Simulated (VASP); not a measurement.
# BaTiO3 (Pm-3m) in VASP: settings compared

The runs below take BaTiO3 through equation of state, with PBEsol, PBE.

All numbers are computed with VASP 6.6.1; they aren't measurements. Logs are shortened: lines on timing, memory, paths and dates and some standing lists are left out, and cuts for length are marked.

## 1. The crystal as given

Symmetry: Pm-3m, No. 221, cubic system. The conventional cell has a = 4.006 Å, b = 4.006 Å, c = 4.006 Å, α = 90.00°, β = 90.00°, γ = 90.00°. Around Ba (site symmetry m-3m) lie 12 O at 2.83 Å. Around Ti (site symmetry m-3m) lie 6 O at 2.00 Å. O (site symmetry 4/mmm) has 2 Ti at 2.00 Å as nearest neighbours.

## 2. Equation of state, PBEsol, 12.09 Å³/atom (volume scaled by 0.94)

Contents of INCAR:

```
SYSTEM = BaTiO3
  ALGO = Normal
  EDIFF = 1E-7
  ENCUT = 520
  GGA = PS
  ISIF = 2
  ISMEAR = -1
  KPAR = 2
  LASPH = .True.
  LCHARG = .False.
  LREAL = .False.
  LWAVE = .False.
  NBANDS = 28
  NELM = 60
  PREC = Accurate
  SIGMA = 0.05
```

Contents of KPOINTS:

```
k-points
0
Gamma
  7 7 7
  0 0 0
```

Contents of POSCAR:

```
BaTiO3
1.0
    3.9242219515      0.0000000000      0.0000000000
    0.0000000000      3.9242219515      0.0000000000
    0.0000000000      0.0000000000      3.9242219515
Ba Ti O
1 1 3
Direct
    0.5000000000      0.5000000000      0.5000000000
    0.0000000000      0.0000000000      0.0000000000
    0.0000000000      0.0000000000      0.5000000000
    0.0000000000      0.5000000000      0.0000000000
    0.5000000000      0.0000000000      0.0000000000
```

Potentials or basis: VASP PAW PBE potentials, release 64 (Ba_sv, Ti_sv, O).

Run with:

```bash
$ cat potpaw_PBE.64/Ba_sv/POTCAR potpaw_PBE.64/Ti_sv/POTCAR potpaw_PBE.64/O/POTCAR > POTCAR
$ mpirun -np 2 vasp_std > vasp.out
```

OUTCAR:

```text
SYSTEM = BaTiO3
   EDIFF = 1E-7
   ENCUT = 520
   GGA = PS
   ISIF = 2
   ISMEAR = -1
   LASPH = .True.
   LREAL = .False.
   NELM = 60
   PREC = Accurate

 Found     20 irreducible k-points:

 Following reciprocal coordinates:
            Coordinates               Weight
  0.000000  0.000000  0.000000      1.000000
  0.142857  0.000000  0.000000      6.000000
  0.285714  0.000000  0.000000      6.000000
  0.428571  0.000000  0.000000      6.000000
  0.142857  0.142857  0.000000     12.000000
  0.285714  0.142857  0.000000     24.000000
   k-points           NKPTS =     20   k-points in BZ     NKDIM =     20   number of bands    NBANDS=     28
   number of dos      NEDOS =    301   number of ions     NIONS =      5
   total plane-waves  NPLWV =  27000
   dimension x,y,z NGX =    30 NGY =   30 NGZ =   30
   dimension x,y,z NGXF=    60 NGYF=   60 NGZF=   60
   ions per type =               1   1   3
   NGX,Y,Z   is equivalent  to a cutoff of  12.71, 12.71, 12.71 a.u.
   NGXF,Y,Z  is equivalent  to a cutoff of  25.42, 25.42, 25.42 a.u.
 SYSTEM =  BaTiO3
   PREC   = accura    normal or accurate (medium, high low for compatibility)
   ISTART =      0    job   : 0-new  1-cont  2-samecut
   ICHARG =      2    charge: 1-file 2-atom 10-const
   ISPIN  =      1    spin polarized calculation?
   LNONCOLLINEAR =      F non collinear calculations
   LSORBIT =      F    spin-orbit coupling
   LASPH  =      T    aspherical Exc in radial PAW
   ENCUT  =  520.0 eV  38.22 Ry    6.18 a.u.   7.30  7.30  7.30*2*pi/ulx,y,z
   NELM   =     60;   NELMIN=  2; NELMDL= -5     # of ELM steps
   EDIFF  = 0.1E-06   stopping-criterion for ELM
   LREAL  =      F    real-space projection
   EDIFFG = 0.1E-05   stopping-criterion for IOM
   NSW    =      0    number of steps for IOM
   IBRION =     -1    ionic relax: 0-MD 1-quasi-New 2-CG
   NFREE  =      0    steps in history (QN), initial steepest desc. (CG)
   ISIF   =      2    stress and relaxation
   ISYM   =      2    0-nonsym 1-usesym 2-fastsym
   POTIM  = 0.5000    time-step for ionic-motion
   TEBEG  =    0.0;   TEEND  =   0.0 temperature during run
   PSTRESS=    0.0 pullay stress
   NELECT =      40.0000    total number of electrons
   NUPDOWN=      -1.0000    fix difference up-down
   EMIN   =  10.00;   EMAX   =-10.00  energy-range for DOS
   EFERMI =   0.00;   METHOD = LEGACY
   ISMEAR =    -1;   SIGMA  =   0.05  broadening in eV -4-tet -1-fermi 0-gaus
   EFERMI_NEDOS =   21; number of points for ismear=-14 and -15
   IALGO  =     38    algorithm
   IMIX   =      4    mixing-type and parameters
     AMIX     =   0.40;   BMIX     =  1.00
     AMIX_MAG =   1.60;   BMIX_MAG =  1.00
  volume/ion in A,a.u.               =      12.09        81.56
  Fermi-wavevector in a.u.,A,eV,Ry     =   1.426728  2.696125 27.695387  2.035554
  Thomas-Fermi vector in A             =   2.546974
   LORBIT       =      0    0 simple, 1 ext, 2 COOP (PROOUT), +10 PAW based schemes
   GGA     = PS    functional components
   LHFCALC =     F    Hartree Fock is set to
   AEXX    =    0.0000 exact exchange contribution
   IVDW    =     0    specifies the selected vdW correction
   LEPSILON=     F    determine dielectric tensor
   LRPA    =     F    only Hartree local field effects (RPA)
 non-spin polarized calculation
  energy-cutoff  :      520.00
  volume of cell :       60.43
 maximum number of plane-waves:      1647
 NGX is ok and might be reduce to    30
   NGX = 15   NGY = 15   NGZ = 15

 number of electron      39.9999996 magnetization

 Free energy of the ion-electron system (eV)
  ---------------------------------------------------
  ext. energy  EPLUGINS =         0.00000000
  ---------------------------------------------------
  free energy    TOTEN  =       -41.90231464 eV

  energy without entropy =      -41.90231464  energy(sigma->0) =      -41.90231464

 E-fermi :   5.0671     XC(G=0): -11.8329

 val. band max:        4.0946447985   @ k =   0.4286   0.4286   0.4286
 cond. band min:       5.9705688190   @ k =   0.0000   0.0000   0.0000
 fundamental gap:      1.8759240205
 Fermi energy:         5.0670845191

 k-point     1 :       0.0000    0.0000    0.0000
  band No.  band energies     occupation
      1     -51.9534      2.00000
      2     -28.3146      2.00000
      3     -28.3146      2.00000
      4     -28.3146      2.00000
      5     -20.4802      2.00000
      6     -12.7811      2.00000
      7     -12.1163      2.00000
      8     -12.1163      2.00000
      9      -5.6776      2.00000
     10      -5.6776      2.00000
     11      -5.6776      2.00000
     12       1.8867      2.00000
     13       1.8867      2.00000
     14       1.8867      2.00000
     15       2.9529      2.00000
     16       2.9529      2.00000
     17       2.9529      2.00000
     18       4.0807      2.00000
     19       4.0807      2.00000
     20       4.0807      2.00000
     21       5.9706      0.00000
     22       5.9706      0.00000
     23       5.9706      0.00000
     24       8.5094      0.00000
     25       8.5094      0.00000
     26       9.1428      0.00000
     27       9.1428      0.00000
     28      12.0221      0.00000

 k-point     2 :       0.1429    0.0000    0.0000
  band No.  band energies     occupation
      1     -51.9531      2.00000
      2     -28.3284      2.00000
      3     -28.3141      2.00000
      4     -28.3141      2.00000
      5     -20.4491      2.00000
      6     -12.8114      2.00000
      7     -12.1077      2.00000
      8     -12.0877      2.00000
      9      -5.6394      2.00000
     10      -5.6394      2.00000
     11      -5.5694      2.00000
     12       1.5121      2.00000
     13       1.8065      2.00000
     14       1.8065      2.00000
     15       2.7072      2.00000
     16       2.7072      2.00000
     17       2.7416      2.00000
     18       3.5500      2.00000
     19       3.9206      2.00000
     20       3.9206      2.00000
     21       6.0057      0.00000
     22       6.4297      0.00000
     23       6.4297      0.00000
     24       8.5182      0.00000
     25       9.0838      0.00000
     26       9.5593      0.00000
     27       9.5837      0.00000
     28      12.5306      0.00000

 k-point     3 :       0.2857    0.0000    0.0000
  band No.  band energies     occupation
      1     -51.9525      2.00000
      2     -28.3593      2.00000
      3     -28.3128      2.00000
      4     -28.3128      2.00000
      5     -20.3775      2.00000
      6     -12.9642      2.00000
      7     -12.0880      2.00000
      8     -11.9191      2.00000
      9      -5.5499      2.00000
     10      -5.5499      2.00000
     11      -5.3295      2.00000
     12       0.6921      2.00000
     13       1.5343      2.00000
     14       1.5343      2.00000
     15       2.3295      2.00000
     16       2.3818      2.00000
     17       2.3818      2.00000
     18       2.6963      2.00000
     19       3.6492      2.00000
     20       3.6492      2.00000
     21       6.0872      0.00000
     22       7.2722      0.00000
     23       7.2722      0.00000
     24       8.5263      0.00000
     25      10.0352      0.00000
     26      10.4981      0.00000
     27      10.6934      0.00000
     28      12.7169      0.00000

 k-point     4 :       0.4286    0.0000    0.0000
  band No.  band energies     occupation
      1     -51.9520      2.00000
      2     -28.3838      2.00000
      3     -28.3118      2.00000
      4     -28.3118      2.00000
      5     -20.3184      2.00000
      6     -13.1237      2.00000
      7     -12.0720      2.00000
      8     -11.7262      2.00000
      9      -5.4744      2.00000
     10      -5.4744      2.00000
     11      -5.1387      2.00000
     12       0.0585      2.00000
     13       1.2569      2.00000
     14       1.2569      2.00000
     15       2.0434      2.00000
     16       2.1697      2.00000
     17       2.2525      2.00000
     18       2.2525      2.00000
     19       3.4708      2.00000
     20       3.4708      2.00000
     21       6.1555      0.00000
     22       7.8704      0.00000
     23       7.8704      0.00000
     24       8.5302      0.00000
     25      10.6282      0.00000
     26      11.2825      0.00000
     27      11.8061      0.00000
     28      12.5613      0.00000

 k-point     5 :       0.1429    0.1429    0.0000
  band No.  band energies     occupation
      1     -51.9528      2.00000
      2     -28.3283      2.00000
      3     -28.3274      2.00000
      4     -28.3135      2.00000
      5     -20.4202      2.00000
      6     -12.8074      2.00000
      7     -12.0981      2.00000
      8     -12.0801      2.00000
      9      -5.6765      2.00000
     10      -5.5992      2.00000
     11      -5.4406      2.00000
     12       1.2709      2.00000
     13       1.6141      2.00000
     14       1.7557      2.00000
     15       2.2100      2.00000
     16       2.4704      2.00000
     17       2.9687      2.00000
     18       3.2018      2.00000
     19       3.7313      2.00000
     20       3.7782      2.00000
     21       6.3937      0.00000
     22       6.5115      0.00000
     23       6.6815      0.00000
     24       8.8014      0.00000
     25       9.4072      0.00000
     26       9.9214      0.00000
     27      10.0032      0.00000
     28      12.7217      0.00000

 k-point     6 :       0.2857    0.1429    0.0000
  band No.  band energies     occupation
      1     -51.9522      2.00000
      2     -28.3585      2.00000
      3     -28.3263      2.00000
      4     -28.3123      2.00000
      5     -20.3537      2.00000
      6     -12.8931      2.00000
      7     -12.0717      2.00000
      8     -11.9552      2.00000
      9      -5.6250      2.00000
     10      -5.5053      2.00000
     11      -5.2947      2.00000
     12       0.5907      2.00000
     13       1.3145      2.00000
     14       1.5302      2.00000
     15       1.6592      2.00000
     16       2.1477      2.00000
     17       2.5990      2.00000
     18       2.9579      2.00000
     19       3.4166      2.00000
     20       3.5590      2.00000
     21       6.5037      0.00000
     22       7.2864      0.00000
     23       7.3318      0.00000
     24       8.8973      0.00000
     25      10.3093      0.00000
     26      10.7551      0.00000
     27      11.0933      0.00000
     28      13.0250      0.00000

 [... further k-points ...]

------------------------ aborting loop because EDIFF is reached ----------------------------------------

  FORCE on cell =-STRESS in cart. coord.  units (eV):
  Direction    XX          YY          ZZ          XY          YZ          ZX
  --------------------------------------------------------------------------------------
  -------------------------------------------------------------------------------------
  Total        3.4038129      3.4038129      3.4038129     -0.0000000     -0.0000000      0.0000000
  in kB       90.2434272     90.2434272     90.2434272     -0.0000000     -0.0000000      0.0000000
  external PRESSURE =      90.2434272 kB  Pullay stress =       0.0000000 kB

 VOLUME and BASIS-vectors are now :
 -----------------------------------------------------------------------------
  energy-cutoff  :      520.00
  volume of cell :       60.43
      direct lattice vectors                 reciprocal lattice vectors
     3.924221951  0.000000000  0.000000000     0.254827584  0.000000000  0.000000000
     0.000000000  3.924221951  0.000000000     0.000000000  0.254827584  0.000000000
     0.000000000  0.000000000  3.924221951     0.000000000  0.000000000  0.254827584

 POSITION                                       TOTAL-FORCE (eV/Angst)
 -----------------------------------------------------------------------------------
      1.96211      1.96211      1.96211         0.000000      0.000000      0.000000
      0.00000      0.00000      0.00000         0.000000      0.000000      0.000000
      0.00000      0.00000      1.96211         0.000000      0.000000      0.000000
      0.00000      1.96211      0.00000         0.000000      0.000000      0.000000
      1.96211      0.00000      0.00000         0.000000      0.000000      0.000000
 -----------------------------------------------------------------------------------
    total drift:                               -0.000000     -0.000000      0.000000

  FREE ENERGIE OF THE ION-ELECTRON SYSTEM (eV)
  ---------------------------------------------------
  free  energy   TOTEN  =       -41.9023146419 eV

  energy  without entropy=      -41.9023146407  energy(sigma->0) =      -41.90231464
```

It took 26 s on 2 MPI ranks of AMD EPYC 7R43 (Zen 3), shared host; peak memory 0.15 GiB.

What came out:

```yaml
Free_energy: -41.9023 eV
Pressure: 9.0 GPa
Band_gap_on_the_k_mesh: 1.88 eV, indirect (least direct gap 1.89 eV)
```

Caveat: the PAW data sets were made with another functional, which shifts forces and pressure a little; spin-orbit coupling is left out, which moves the levels of the heavy elements; an odd mesh through Γ misses points on the zone boundary, where band edges often lie.

## 3. Equation of state, PBEsol, 12.34 Å³/atom (volume scaled by 0.96)

INCAR is that of step 2.

KPOINTS is that of step 2.

POSCAR: that of step 2 with these lines changed.

```diff
@@ -2,5 +2,5 @@
 1.0
-    3.9242219515      0.0000000000      0.0000000000
-    0.0000000000      3.9242219515      0.0000000000
-    0.0000000000      0.0000000000      3.9242219515
+    3.9518582279      0.0000000000      0.0000000000
+    0.0000000000      3.9518582279      0.0000000000
+    0.0000000000      0.0000000000      3.9518582279
 Ba Ti O
```

Potentials or basis: VASP PAW PBE potentials, release 64 (Ba_sv, Ti_sv, O).

Run with:

```bash
$ cat potpaw_PBE.64/Ba_sv/POTCAR potpaw_PBE.64/Ti_sv/POTCAR potpaw_PBE.64/O/POTCAR > POTCAR
$ mpirun -np 2 vasp_std > vasp.out
```

It took 23 s on 2 MPI ranks of AMD EPYC 7R43 (Zen 3), shared host; peak memory 0.15 GiB.

It converged, with:

```yaml
Free_energy: -41.9583 eV
Pressure: 4.6 GPa
Band_gap_on_the_k_mesh: 1.84 eV, indirect (least direct gap 1.88 eV)
```

Caveat: the PAW data sets were made with another functional, which shifts forces and pressure a little; spin-orbit coupling is left out, which moves the levels of the heavy elements; an odd mesh through Γ misses points on the zone boundary, where band edges often lie.

## 4. Equation of state, PBEsol, 12.60 Å³/atom (volume scaled by 0.98)

INCAR is that of step 3.

KPOINTS is that of step 3.

POSCAR: that of step 3 with these lines changed.

```diff
@@ -2,5 +2,5 @@
 1.0
-    3.9518582279      0.0000000000      0.0000000000
-    0.0000000000      3.9518582279      0.0000000000
-    0.0000000000      0.0000000000      3.9518582279
+    3.9791132838      0.0000000000      0.0000000000
+    0.0000000000      3.9791132838      0.0000000000
+    0.0000000000      0.0000000000      3.9791132838
 Ba Ti O
```

Run with:

```bash
$ cat potpaw_PBE.64/Ba_sv/POTCAR potpaw_PBE.64/Ti_sv/POTCAR potpaw_PBE.64/O/POTCAR > POTCAR
$ mpirun -np 2 vasp_std > vasp.out
```

Run time: 23 s. Hardware: 2 MPI ranks of AMD EPYC 7R43 (Zen 3), shared host; peak memory 0.15 GiB.

It converged, with:

| Property | Result |
| --- | --- |
| Free energy | -41.9810 eV |
| Pressure | 0.7 GPa |
| Band gap on the k mesh | 1.80 eV, indirect (least direct gap 1.86 eV) |

Caveat: the PAW data sets were made with another functional, which shifts forces and pressure a little; spin-orbit coupling is left out, which moves the levels of the heavy elements; an odd mesh through Γ misses points on the zone boundary, where band edges often lie.

## 5. Equation of state, PBEsol, 13.11 Å³/atom (volume scaled by 1.02)

INCAR is that of step 4.

KPOINTS is that of step 4.

POSCAR: that of step 4 with these lines changed.

```diff
@@ -2,5 +2,5 @@
 1.0
-    3.9791132838      0.0000000000      0.0000000000
-    0.0000000000      3.9791132838      0.0000000000
-    0.0000000000      0.0000000000      3.9791132838
+    4.0325305745      0.0000000000      0.0000000000
+    0.0000000000      4.0325305745      0.0000000000
+    0.0000000000      0.0000000000      4.0325305745
 Ba Ti O
```

Run with:

```bash
$ cat potpaw_PBE.64/Ba_sv/POTCAR potpaw_PBE.64/Ti_sv/POTCAR potpaw_PBE.64/O/POTCAR > POTCAR
$ mpirun -np 2 vasp_std > vasp.out
```

Wall time 23 s (2 MPI ranks of AMD EPYC 7R43 (Zen 3), shared host); peak memory 0.16 GiB.

Results (log left out):

```yaml
Free_energy: -41.9397 eV
Pressure: -6.0 GPa
Band_gap_on_the_k_mesh: 1.72 eV, indirect (least direct gap 1.82 eV)
```

Caveat: the PAW data sets were made with another functional, which shifts forces and pressure a little; spin-orbit coupling is left out, which moves the levels of the heavy elements; an odd mesh through Γ misses points on the zone boundary, where band edges often lie.

## 6. Equation of state, PBEsol, 13.37 Å³/atom (volume scaled by 1.04)

INCAR is that of step 5.

KPOINTS is that of step 5.

POSCAR: that of step 5 with these lines changed.

```diff
@@ -2,5 +2,5 @@
 1.0
-    4.0325305745      0.0000000000      0.0000000000
-    0.0000000000      4.0325305745      0.0000000000
-    0.0000000000      0.0000000000      4.0325305745
+    4.0587165717      0.0000000000      0.0000000000
+    0.0000000000      4.0587165717      0.0000000000
+    0.0000000000      0.0000000000      4.0587165717
 Ba Ti O
```

Potentials or basis: VASP PAW PBE potentials, release 64 (Ba_sv, Ti_sv, O).

Run with:

```bash
$ cat potpaw_PBE.64/Ba_sv/POTCAR potpaw_PBE.64/Ti_sv/POTCAR potpaw_PBE.64/O/POTCAR > POTCAR
$ mpirun -np 2 vasp_std > vasp.out
```

It took 23 s on 2 MPI ranks of AMD EPYC 7R43 (Zen 3), shared host; peak memory 0.16 GiB.

Results (log left out):

```
Free energy            : -41.8819 eV
Pressure               : -8.7 GPa
Band gap on the k mesh : 1.68 eV, indirect (least direct gap 1.80 eV)
```

Caveat: the PAW data sets were made with another functional, which shifts forces and pressure a little; spin-orbit coupling is left out, which moves the levels of the heavy elements; an odd mesh through Γ misses points on the zone boundary, where band edges often lie.

## 7. Equation of state, PBEsol, 13.63 Å³/atom (volume scaled by 1.06)

INCAR is that of step 6.

KPOINTS is that of step 6.

POSCAR: that of step 6 with these lines changed.

```diff
@@ -2,5 +2,5 @@
 1.0
-    4.0587165717      0.0000000000      0.0000000000
-    0.0000000000      4.0587165717      0.0000000000
-    0.0000000000      0.0000000000      4.0587165717
+    4.0845689666      0.0000000000      0.0000000000
+    0.0000000000      4.0845689666      0.0000000000
+    0.0000000000      0.0000000000      4.0845689666
 Ba Ti O
```

Run with:

```bash
$ cat potpaw_PBE.64/Ba_sv/POTCAR potpaw_PBE.64/Ti_sv/POTCAR potpaw_PBE.64/O/POTCAR > POTCAR
$ mpirun -np 2 vasp_std > vasp.out
```

Wall time 22 s (2 MPI ranks of AMD EPYC 7R43 (Zen 3), shared host); peak memory 0.15 GiB.

It converged, with:

* Free energy: -41.8029 eV
* Pressure: -11.2 GPa
* Band gap on the k mesh: 1.64 eV, indirect (least direct gap 1.78 eV)

Caveat: the PAW data sets were made with another functional, which shifts forces and pressure a little; spin-orbit coupling is left out, which moves the levels of the heavy elements; an odd mesh through Γ misses points on the zone boundary, where band edges often lie.

## 8. Equation of state, PBEsol

This step only gathers the single runs of the series.

What came out:

- Equilibrium volume: 12.66 Å³/atom
- Bulk modulus: 178 GPa
- Pressure derivative of the bulk modulus: 4.6

Energy against volume, from the lowest point:
| volume (Å³/atom) | energy (meV/atom) |
| --- | --- |
| 12.086 | 15.73 |
| 12.343 | 4.52 |
| 12.601 | 0.00 |
| 12.858 | 1.47 |
| 13.115 | 8.25 |
| 13.372 | 19.80 |
| 13.629 | 35.61 |

Caveat: the PAW data sets were made with another functional, which shifts forces and pressure a little. The run has no spin-orbit coupling, so splittings on Ba are missing.

(Part 1 of 2 ends here.)
